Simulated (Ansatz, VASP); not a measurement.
Given: the input of a run of Ansatz 0.2.0 on C (Carbon). 

File input.yaml:

```yaml
crystal:
  lattice:
    - [2.5221, 0.0, 0.0]
    - [-1.26105, 2.1842026709, 0.0]
    - [0.0, 0.0, 8.2371]
  atoms:
    - { symbol: C, position: [0.6666666667, 0.3333333333, 0.84375] }
    - { symbol: C, position: [0.3333333333, 0.6666666667, 0.34375] }
    - { symbol: C, position: [0.6666666667, 0.3333333333, 0.65625] }
    - { symbol: C, position: [0.3333333333, 0.6666666667, 0.15625] }
    - { symbol: C, position: [0.0, 0.0, 0.90625] }
    - { symbol: C, position: [0.0, 0.0, 0.40625] }
    - { symbol: C, position: [0.0, 0.0, 0.59375] }
    - { symbol: C, position: [0.0, 0.0, 0.09375] }
hamiltonian:
  xc: revpbe
  pseudopotentials: { kind: paw }
  dispersion: d3bj
kpoints:
  mp_grid: { grid: [12, 12, 4] }
scf:
  occupations: { method: fermi_dirac, width: 0.05 }
output:
  forces: true
  stress: true
relax:
  f_tol: 0.01
  max_steps: 40
  cell: { stress_tol: 0.05 }
```

Potentials or basis: Ansatz PAW.

Run with:

```console
$ ansatz run input.yaml --threads 4 --pin off --max-ram 11264MiB --backend cpu --events-out ev --progress --plain --runs-dir out
```

**Question.** Translate it to VASP 6.6.1. Potentials or basis there: PBE PAW files C, 600 eV.

**Answer.** As run (cutoffs and basis follow the program's own potentials, and thresholds, step limits or extra output files can differ):

Contents of INCAR:

```
SYSTEM = C
  ALGO = Fast
  EDIFF = 1E-6
  EDIFFG = -0.005
  ENCUT = 600
  GGA = RE
  IBRION = 2
  ISIF = 3
  ISMEAR = -1
  IVDW = 12
  LASPH = .True.
  LCHARG = .False.
  LREAL = .False.
  LWAVE = .False.
  NELM = 100
  NSW = 60
  PREC = Accurate
  SIGMA = 0.05
```

Contents of KPOINTS:

```
k-points
0
Gamma
  12 12 4
  0 0 0
```

The input POSCAR:

```
C
1.0
    2.5221000000      0.0000000000      0.0000000000
   -1.2610500000      2.1842026709      0.0000000000
    0.0000000000      0.0000000000      8.2371000000
C
8
Direct
    0.6666666667      0.3333333333      0.8437500000
    0.3333333333      0.6666666667      0.3437500000
    0.6666666667      0.3333333333      0.6562500000
    0.3333333333      0.6666666667      0.1562500000
    0.0000000000      0.0000000000      0.9062500000
    0.0000000000      0.0000000000      0.4062500000
    0.0000000000      0.0000000000      0.5937500000
    0.0000000000      0.0000000000      0.0937500000
```

Potentials or basis: VASP PAW PBE potentials, release 64 (C).

The run is started by

```sh
$ cat potpaw_PBE.64/C/POTCAR > POTCAR
$ mpirun -np 1 vasp_std > vasp.out
```

Both were run:

|  | Ansatz | VASP |
| --- | --- | --- |
| Relaxed volume | 5.62 Å³/atom | 5.61 Å³/atom |
| Relaxed cell | a = 2.506 Å, b = 2.506 Å, c = 8.264 Å, α = 90.00°, β = 90.00°, γ = 120.00° | a = 2.505 Å, b = 2.505 Å, c = 8.263 Å, α = 90.00°, β = 90.00°, γ = 120.00° |
| Space group after relaxing | P6_3/mmc (No. 194) | P6_3/mmc (No. 194) |
| Pressure after relaxing | 0.0 GPa | 0.0 GPa |

Ansatz's pressure holds a Pulay term of +0.92 GPa for its cutoff of 420 eV, which the other run lacks.

Ansatz's potentials were made for PBE. VASP's potentials were made for PBE.

Where Ansatz's input types no cutoff or centring, it takes its own default and a Γ-centred mesh.

Pressure is positive in compression.
